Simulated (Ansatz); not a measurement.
## Ti3C2: do energies and stresses tell the same story?

The calculation used DFT PBEsol, scalar-relativistic, plane waves, PAW in Ansatz 0.2.0.

Settings: cutoff 420 eV, Γ-centred mesh 12×12×4 on the computed 10-atom cell, Gaussian smearing of 0.10 eV; no spin polarisation.

Relaxed cell: P6_3/mmc, a = 3.042 Å, b = 3.042 Å, c = 14.985 Å, α = 90.00°, β = 90.00°, γ = 120.00°, 10 atoms in the primitive cell. Whether it is the stable form of this composition wasn't checked.

Energies at zero smearing and pressures from the stress tensor, at volumes with shape and atoms relaxed:
```
V (Å³/atom) E − E(first) (meV/atom) P (GPa)
     11.289                     0.00    10.47
     11.649                   -17.09     4.83
     12.009                   -22.33    -0.03
     12.370                   -17.40    -4.15
     12.730                    -4.00    -7.50
```

Check P = −dE/dV between neighbouring volumes, and get the bulk modulus from the pressures alone.

With 1 eV/Å³ = 160.2 GPa:
| middle V (Å³/atom) | −ΔE/ΔV (GPa) | mean P (GPa) |
| --- | --- | --- |
| 11.469 | 7.599 | 7.648 |
| 11.829 | 2.330 | 2.399 |
| 12.190 | -2.193 | -2.089 |
| 12.550 | -5.958 | -5.826 |

The two differ by 0.13 GPa at most. The mean of two end pressures misses the average over a step by about ΔV² P″/12, up to 0.07 GPa here; with that taken off 0.06 GPa remains. The stress is the derivative of the free energy, not of the energy at zero smearing, and with free energies 0.01 GPa remains. Around V = 12.009 Å³/atom, the two neighbours give B = −V ΔP/ΔV = 12.009 × 8.98 / 0.721 = 149.6 GPa, against B0 = 149.3 GPa from the Birch–Murnaghan fit of the energies.

Energies and stresses do tell the same story: once both refer to the free energy, almost nothing separates them, which leaves little room for a sizeable Pulay stress from the finite plane-wave basis. The gap left before that step is largest on the expanded side. This suggests that the electronic entropy grows with volume, as expected if the bands narrow and the density of states at the Fermi level rises.

The pressure changes more steeply under compression than under expansion, the usual anharmonicity of a bond whose repulsive wall is steeper than its attractive tail. A bulk modulus of 149.6 GPa is clearly below that of rocksalt TiC. The likely reason is the lower carbon content: fewer stiff Ti 3d–C 2p bonds, with more of the load carried by softer metallic Ti–Ti contacts, probably between carbide slabs. The agreement shows internal consistency rather than accuracy, since an error of the functional or of the k-point sampling would enter energy and stress alike.
